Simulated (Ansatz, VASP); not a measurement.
**One calculation of Ge, two programs**

The input INCAR:

```
  PREC = Accurate
  ENCUT = 520
  EDIFF = 1E-6
  ISMEAR = -1
  SIGMA = 0.03
  LREAL = F
  LASPH = T
  NELM = 100
  ALGO = Normal
  ISIF = 2
  LWAVE = F
  LCHARG = T
  GGA = PE
  LELF = T
  LVHAR = T
  NBANDS = 21
```

Contents of KPOINTS:

```
regular mesh
0
Gamma
  6 6 4
```

Contents of POSCAR:

```
Ge
1.0
    1.4880529250     -2.5946896100      0.0000000000
    1.4880529250      2.5946896100      0.0000000000
    0.0000000000      0.0000000000      4.7275957900
Ge
2
Direct
    0.3334466300      0.6665533700      0.2500000000
    0.6665533700      0.3334466300      0.7500000000
```

The input input.yaml:

```yaml
crystal:
  lattice:
    - [1.488052925, -2.59468961, 0.0]
    - [1.488052925, 2.59468961, 0.0]
    - [0.0, 0.0, 4.72759579]
  atoms:
    - { symbol: Ge, position: [0.33344663, 0.66655337, 0.25] }
    - { symbol: Ge, position: [0.66655337, 0.33344663, 0.75] }
kpoints:
  mp_grid: { grid: [6, 6, 4] }
scf:
  occupations: { method: fermi_dirac, width: 0.03 }
hamiltonian:
  xc: pbe
  pseudopotentials: { kind: all_electron, lapw: { basis_error: 0.002 } }
output:
  forces: true
  stress: true
  eigenvalues: true
```

This isn't the form of Ge at room conditions, which is diamond.

Alike in both runs: task single point; functional PBE; k mesh 6 × 6 × 4; occupations fermi-dirac, width 0.03 eV; no spin polarisation.

|  | VASP | Ansatz |
| --- | --- | --- |
| version | VASP 6.6.1 | Ansatz 0.2.0 |
| potentials or method | VASP PAW PBE potentials, release 64 (Ge_d) | all-electron LAPW, scalar-relativistic |
| plane-wave cutoff (eV) | 520 | see its input |

```csv
,VASP,Ansatz,Ansatz less VASP
gap on the k mesh at the Fermi level (eV),none,none,-
pressure (GPa),3.2,3.2,+0.02
largest component of the traceless stress (GPa),4.07,4.07,+0.004
```

A gap of «none» marks a metal or a gap that the smearing closes. Ansatz ran all-electron here, so the differences hold the error of VASP's frozen core and of both bases.

Caveats: the k mesh is coarse (spacing up to 0.41 Å⁻¹), so the values aren't converged; the k mesh is thin for a metal, which can move the energy by tens of meV per atom (Ansatz).
